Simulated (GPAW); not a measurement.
Runs of GPAW 26.7.0 on Pd. Symmetry: Fm-3m, No. 225, cubic system. The conventional cell has a = 3.893 Å, b = 3.893 Å, c = 3.893 Å, α = 90.00°, β = 90.00°, γ = 90.00°. Pd (site symmetry m-3m) has 12 Pd at 2.75 Å as nearest neighbours. 

```csv
task,level,potentials or basis,U,cell,k mesh,smearing,data set,optimizer,fmax,max steps,convergence,gap on the mesh (eV),pressure (GPa),V0 of scaled cells (Å³/atom),relaxed volume (Å³/atom),B0 (GPa)
equation of state,PBE+U,"GPAW PAW data sets (gpaw-data 1.2.1), pw",Pd d U = 3 eV,as given,9 × 9 × 9,fermi-dirac 0.05 eV,-,-,-,-,-,-,-,15.25,-,148
equation of state,PBE,"GPAW PAW data sets (gpaw-data 1.2.1), other valence, pw",-,as given,12 × 12 × 12,fermi-dirac 0.05 eV,Pd 10,-,-,-,-,-,-,15.41,-,(a)
single point,PBE,"GPAW PAW data sets (gpaw-data 1.2.1), pw",-,as given,12 × 12 × 12,gaussian 0.1 eV,-,-,-,-,-,none,6.9,-,-,-
relaxation of cell and atoms,RPBE,"the program's PAW data sets (release 1.2.1) made for this functional, pw",-,relaxed,12 × 12 × 12,fermi-dirac 0.05 eV,-,BFGS,0.01 eV/Å,60,density=1e-05 forces=0.0001,none,0.0,-,15.76,-
single point,PBE,"GPAW PAW data sets (gpaw-data 1.2.1), pw",-,as given,12 × 12 × 12,gaussian 0.016 eV,-,-,-,-,-,none,6.9,-,-,-
relaxation of cell and atoms,PBEsol,"PAW data sets generated in the run's folder for this functional, pw",-,relaxed,12 × 12 × 12,fermi-dirac 0.05 eV,-,BFGS,0.02 eV/Å,60,density=1e-05 forces=0.0001,none,0.0,-,14.56,-
equation of state,LDA,"the program's PAW data sets (release 1.2.1) made for this functional, other valence, pw",-,as given,9 × 9 × 9,fermi-dirac 0.05 eV,Pd 10,-,-,-,-,-,-,14.27,-,(b)
Fermi surface,PBE,"GPAW PAW data sets (gpaw-data 1.2.1), other valence, pw",-,as given,12 × 12 × 12,fermi-dirac 0.05 eV,Pd 10,-,-,-,-,none,6.4,-,-,-
```

Alike in all rows: no spin polarisation; cutoff (eV) 600.

Problem. Estimate the missing entries.

Solution. (a) 167; (b) 227.

Caveats: later steps reuse the first step's grids (some runs); the U is typed as a test and isn't derived for this compound (some runs).

A k mesh can miss the band edges, and the runs leave out spin-orbit coupling on Pd.

A gap of «none» marks a metal or a gap under the smearing width.

Not every run made on this cell is shown here.
